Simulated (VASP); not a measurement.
Li2S, 3 atoms in the cell. Symmetry: Fm-3m, No. 225, cubic system. The conventional cell has a = 5.706 Å, b = 5.706 Å, c = 5.706 Å, α = 90.00°, β = 90.00°, γ = 90.00°. Li (site symmetry -43m) has 4 S at 2.47 Å as nearest neighbours. S (site symmetry m-3m) has 8 Li at 2.47 Å as nearest neighbours. 

```yaml
Program: VASP 6.6.1
Task: single point
Functional: PBE
Potentials_or_basis: VASP PAW PBE potentials, release 64 (Li_sv, S)
Cutoff: 520 eV
k_mesh: 8 × 8 × 8
Occupations: gaussian, width 0.02 eV
Spin: no spin polarisation
Dipole_correction: no
Further_INCAR_settings: ALGO = Fast; EDIFF = 1e-07; NBANDS = 13
```

Potentials or basis: VASP PAW PBE potentials, release 64 (Li_sv, S).

Run with:

```sh
$ cat potpaw_PBE.64/Li_sv/POTCAR potpaw_PBE.64/S/POTCAR > POTCAR
$ mpirun -np 1 vasp_std > vasp.out
```

Hardware: 1 thread of Intel(R) Xeon(R) 6975P-C (Granite Rapids) (shared host).

Q: How long does it take, and how much memory?

A: Wall time 20 s on 1 thread of Intel(R) Xeon(R) 6975P-C (Granite Rapids), with other jobs on the host, peak memory 0.16 GiB. Counts: scf iterations 20, k points 29.
